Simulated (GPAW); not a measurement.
ZnS in GPAW: the effect of strain hydrostatic

Crystal: ZnS.

```xyz
2
Lattice="0.0000 2.5399 2.5399 2.5399 0.0000 2.5399 2.5399 2.5399 0.0000" Properties=species:S:1:pos:R:3 pbc="T T T"
Zn    3.8098    3.8098    3.8098
S     0.0000    0.0000    0.0000
```

Alike in all runs:

```yaml
Program: GPAW 26.7.0
Task: band structure
Functional: PBE
Potentials_or_basis: GPAW PAW data sets (gpaw-data 1.2.1)
Cutoff: 600 eV
Basis: pw
k_mesh: 9 × 9 × 9
Occupations: fermi-dirac, width 0.05 eV
Spin: no spin polarisation
Maxiter: 150
Band_path: GXWKGLUWLK,UX
Band_points: 80
```

Question: One run gave: gap on the mesh 1.38 eV; pressure -7.6 GPa. Which strain hydrostatic did it use?
A. 0.01
B. 0.02
C. -0.02
D. 0
E. 0.06

Answer: E.

```tsv
strain hydrostatic	gap on the mesh (eV)	pressure (GPa)
-0.06	2.94	23.0
-0.04	2.65	13.9
-0.02	2.37	7.0
-0.01	2.24	4.1
0	2.10	1.6
0.01	1.98	-0.5
0.02	1.85	-2.4
0.04	1.61	-5.4
0.06	1.38	-7.6
```

Caveats: the density grid can change from cell to cell, which puts small steps into energies and stress.

A k mesh can miss the band edges.
